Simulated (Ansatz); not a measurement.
Zinc-blende InN (metastable phase), relaxed in Ansatz (plane waves) with several semilocal functionals. Each gives its own volume and its own bulk modulus:

```
level   V0 (Å³/atom)  bulk modulus B0 (GPa)   ln V0   ln B0
------  ------------  ---------------------  ------  ------
LDA           15.072                  146.3  2.7128  4.9857
r²SCAN        15.617                  139.7  2.7484  4.9395
PBE           16.086                  121.5  2.7779  4.7999
```

Question: Fit a straight line to ln B0 against ln V0. What does it predict for PBEsol, whose volume is 15.497 Å³/atom?

Answer: With x = ln V0 and y = ln B0: means 2.74637 and 4.90837; Σ(Δx Δy) = -0.005953, Σ(Δx²) = 0.002125, so the slope is -2.80. At x = 2.7406 the line gives y = 4.90837 + (-2.80) × (2.7406 − 2.74637) = 4.9245, or 137.6 GPa. The run with PBEsol gives 135.5 GPa, -1.5 % from the line. The rows used scatter about it by up to 3.8 %, while the largest value lies 20 % above the smallest. For comparison, PBE's own equation of state has B′ = 4.7, the slope −d ln B/d ln V at a fixed functional; the two needn't agree, since functionals also differ at one volume.

Ansatz's density-functional and Hartree–Fock values are scalar-relativistic unless marked +SOC, with PAW data made under PBE.

Ansatz is a quantum-chemistry and plane-wave program.
